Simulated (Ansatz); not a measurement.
Method: DFT PBE, scalar-relativistic, plane waves, PAW (Ansatz). All cells share a 420 eV cutoff and Γ-centred k meshes spaced at most about 0.3 Å⁻¹ (about 0.25 or finer for metals, 2π included). No spin polarisation.

All energies are static (0 K, no zero-point motion).

Two relaxed structures of GaSe4:

A. Space group P-3m1 (No. 164), trigonal, a = 3.741 Å, c = 9.036 Å. Around Ga lie 6 Se at 2.63 Å; around Se on its first site lie 3 Ga at 2.63 Å and 3 Se at 3.06 Å; Se on its second site is surrounded by 3 Se at 2.74 Å and 3 Se at 3.06 Å.

B. Space group P-3m1 (No. 164), trigonal, a = 3.789 Å, c = 21.973 Å. Around Ga lie 1 Ga at 2.46 Å and 3 Se at 2.49 Å; around Se on its first site lie 3 Ga at 2.49 Å; around Se on its second site lie 3 Se at 2.68 Å; Se on its third site is surrounded by 6 Se at 2.68 Å; Se on its fourth site has 3 Se at 2.68 Å.

Question: Which form is favoured at zero pressure, and by what margin per atom?

Answer: B is lower, by 140 meV/atom. A has space group P-3m1 (No. 164), 21.9 Å³/atom and no gap on its mesh; B has space group P-3m1 (No. 164), 27.3 Å³/atom and a gap of 0.41 eV. Counting Se atoms around Ga (those within 1.25 times the shortest such distance or 1.15 times the sum of covalent radii), A has Ga 6 and B has Ga 3. Both come from invented guesses.

Weakly bound directions are ill-defined at this level, which has no dispersion term (P-3m1 at 21.9 Å³/atom, P-3m1 at 27.3 Å³/atom), and this can change margins and order among such cells. Kohn–Sham gaps at this level usually fall short of measured ones. In P-3m1 at 21.9 Å³/atom an odd number of electrons in the primitive cell allows no gap without spin; a larger cell or a magnetic state could open one. Cells relaxed within their symmetry can be saddle points.
